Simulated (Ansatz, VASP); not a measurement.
**Fe: VASP beside Ansatz**

```
Fe
1.0
     0.00000    1.75450    1.75450
     1.75450    0.00000    1.75450
     3.50900    3.50900    0.00000
Fe
2
Direct
  0.00000 0.00000 0.00000
  0.00000 0.00000 0.50000
```

Alike in both runs: task single point; functional PBE; k mesh 12 × 12 × 6; occupations fermi-dirac, width 0.1 eV; no spin polarisation.

|  | VASP | Ansatz |
| --- | --- | --- |
| version | VASP 6.6.1 | Ansatz 0.2.0 |
| potentials or method | VASP PAW PBE potentials, release 64 (Fe) | PAW, plane waves, scalar-relativistic |
| plane-wave cutoff (eV) | 520 | 420 |
| valence electrons in the cell | 16 | 32 |

```csv
,VASP,Ansatz,Ansatz less VASP
pressure (GPa),-13.1,-12.7,+0.39
```

The functional is the same, so the differences come from potentials, cutoffs and numerics. The two sets of potentials don't hold the same shells in valence.

Caveats: the run has no spin polarisation, though such a crystal can be magnetic. Spin polarisation is off, so any magnetic state and its effect on volume and gap are missing.
